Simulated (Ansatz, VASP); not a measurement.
One calculation of Na, two programs

INCAR

```
SYSTEM = Na
ALGO = Normal
EDIFF = 1E-6
ENCUT = 520
GGA = PE
ISIF = 2
ISMEAR = -1
LASPH = .TRUE.
LCHARG = .FALSE.
LREAL = .FALSE.
LWAVE = .FALSE.
NBANDS = 14
NELM = 80
PREC = Accurate
SIGMA = 0.1
```

Contents of KPOINTS:

```
k-points
0
G
  8 8 8
  0 0 0
```

Contents of POSCAR:

```
Na
1.0
    0.0000000000      3.8835172472      3.8835172472
    3.8835172472      0.0000000000      3.8835172472
    3.8835172472      3.8835172472      0.0000000000
Na
2
Direct
    0.1250000000      0.1250000000      0.1250000000
    0.8750000000      0.8750000000      0.8750000000
```

Input for Ansatz:

```yaml
crystal:
  lattice:
    - [0.0, 3.8835172472, 3.8835172472]
    - [3.8835172472, 0.0, 3.8835172472]
    - [3.8835172472, 3.8835172472, 0.0]
  atoms:
    - { symbol: Na, position: [0.125, 0.125, 0.125] }
    - { symbol: Na, position: [0.875, 0.875, 0.875] }
hamiltonian:
  xc: pbe
  pseudopotentials:
    kind: paw
    azcp:
      Na: "pseudopotentials/Na.paw.azcp"
basis:
  ecutwfc: 420
  fft_grid_basis: typed
kpoints:
  mp_grid: { grid: [8, 8, 8], shift: [0, 0, 0] }
magnetization:
  spin_polarized: false
scf:
  occupations: { method: fermi_dirac, width: 0.1 }
  lower_state_search: "off"
output:
  stress: true
```

Alike in both runs: task single point; functional PBE; k mesh 8 × 8 × 8; occupations fermi-dirac, width 0.1 eV; no spin polarisation.

|  | VASP | Ansatz |
| --- | --- | --- |
| version | VASP 6.6.1 | Ansatz 0.2.0 |
| potentials or method | VASP PAW PBE potentials, release 64 (Na_pv) | plane waves (420 eV) with PAW, scalar-relativistic |
| plane-wave cutoff (eV) | 520 | 420 |
| valence electrons in the cell | 14 | 18 |

```tsv
	VASP	Ansatz	Ansatz less VASP
pressure (GPa)	-0.2	-0.2	0.00
```

The two sets of potentials don't hold the same shells in valence.
